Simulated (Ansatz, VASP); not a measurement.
# One calculation of BP, two programs

INCAR

```
ALGO = Normal
EDIFF = 1E-6
ENCUT = 520
GGA = PS
ISIF = 2
ISMEAR = -1
LASPH = T
LCHARG = F
LREAL = F
LWAVE = F
NBANDS = 11
NELM = 100
PREC = Accurate
SIGMA = 0.05
```

File KPOINTS:

```
k-points
0
Gamma
  10 10 10
```

POSCAR

```
BP
1.0
    0.0000000000      2.2840269280      2.2840269280
    2.2840269280      0.0000000000      2.2840269280
    2.2840269280      2.2840269280      0.0000000000
P B
1 1
Direct
    0.7500000000      0.7500000000      0.7500000000
    0.0000000000      0.0000000000      0.0000000000
```

Contents of input.yaml:

```yaml
crystal:
  lattice:
    - [0.0, 2.284026928, 2.284026928]
    - [2.284026928, 0.0, 2.284026928]
    - [2.284026928, 2.284026928, 0.0]
  atoms:
    - { symbol: P, position: [0.75, 0.75, 0.75] }
    - { symbol: B, position: [0.0, 0.0, 0.0] }
hamiltonian:
  xc: pbesol
  pseudopotentials: { kind: paw }
kpoints:
  mp_grid: { grid: [10, 10, 10] }
scf:
  occupations: { method: fermi_dirac, width: 0.05 }
output:
  forces: true
  stress: true
  eigenvalues: true
```

Alike in both runs: task single point; functional PBEsol; k mesh 10 × 10 × 10; occupations fermi-dirac, width 0.05 eV; no spin polarisation.

|  | VASP | Ansatz |
| --- | --- | --- |
| version | VASP 6.6.1 | Ansatz 0.2.0 |
| potentials or method | VASP PAW PBE potentials, release 64 (P, B) | Ansatz PAW |
| plane-wave cutoff (eV) | 520 | 420 |
| valence electrons in the cell | 8 | 8 |

Ansatz gave:

- gap on the k mesh at the Fermi level (eV): 1.16
- least direct gap on the mesh (eV): 3.33
- pressure (GPa): -5.0

Q: What did VASP give for the same quantities?

A: gap on the k mesh at the Fermi level (eV): 1.16; least direct gap on the mesh (eV): 3.33; pressure (GPa): -4.9.

The functional is the same, so the differences come from potentials, cutoffs and numerics.

Caveats: the PAW data sets were made with another functional, which shifts forces and pressure a little (VASP); the PAW data sets come from PBE, with cores solved anew for the run's functional, which leaves a small shift of forces and pressure (Ansatz). A k mesh can miss the band edges. PBEsol gaps usually lie below the measured ones, often by a third to a half.
